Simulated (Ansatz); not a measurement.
# Te: the cost of one run

Program: Ansatz 0.2.0. Level of theory: DFT PBE, scalar-relativistic. These are calculated values, not measurements.

### 1 Starting point

It takes space group C2/m (No. 12, monoclinic). The conventional cell has a = 8.468 Å, b = 4.742 Å, c = 3.959 Å, α = 90.00°, β = 91.89°, γ = 90.00°. Te (site symmetry m) is surrounded by 6 Te at 2.99 to 3.25 Å. Te (site symmetry 2/m) has 6 Te at 2.99 to 3.10 Å as nearest neighbours.

Cell or atoms stand a little off a more symmetric structure (R-3m at a tolerance of 0.3 Å), so results at this geometry aren't those of that ideal crystal.

Coordinates:

```
Te
1.0
     4.23410   -2.37120    0.00000
     4.23410    2.37120    0.00000
    -0.13045    0.00000    3.95735
Te
3
Direct
  0.67600 0.67600 0.67500
  0.32400 0.32400 0.32500
  0.00000 0.00000 0.00000
```

Atoms are numbered in the order of the input: Te1, Te2, Te3.

### 2 The deformed structure

Space group C2/m before, P-1 after.

### 3 Full-potential LAPW

Contents of input.yaml:

```yaml
crystal:
  lattice:
    - [4.257812, -2.413541, -0.018629]
    - [4.210388, 2.328859, -0.066053]
    - [-0.1700235, -0.038269, 3.9586545]
  atoms:
    - { symbol: Te, position: [0.676, 0.676, 0.675] }
    - { symbol: Te, position: [0.324, 0.324, 0.325] }
    - { symbol: Te, position: [0.0, 0.0, 0.0] }
kpoints:
  mp_grid: { grid: [8, 8, 8] }
  band_path:
    path:
      - [0.0, 0.0, 0.0]
      - [-0.5, 0.0, 0.0]
      - [0.0, 0.0, -0.5]
      - [0.0, 0.0, 0.0]
      - [-0.5, -0.5, 0.0]
      - [0.0, -0.5, 0.5]
      - [0.0, 0.0, 0.0]
      - [-0.5, -0.5, 0.5]
      - [0.0, -0.5, 0.0]
    npoints: 5
scf:
  occupations: { method: fermi_dirac, width: 0.05 }
hamiltonian:
  xc: pbe
  pseudopotentials: { kind: all_electron, lapw: { basis_error: 0.001 } }
output:
  forces: true
  stress: true
  eigenvalues: true
```

Launch:

```console
ansatz run input.yaml --threads 1 --pin off --max-ram 4096MiB --backend cpu --events-out ev --progress --plain --runs-dir out
```

What time and memory should one allow on 1 thread of Intel Xeon Platinum 8375C at 2.90GHz (Ice Lake), shared host?

About 2.4 min, with a peak of 1.2 GiB.
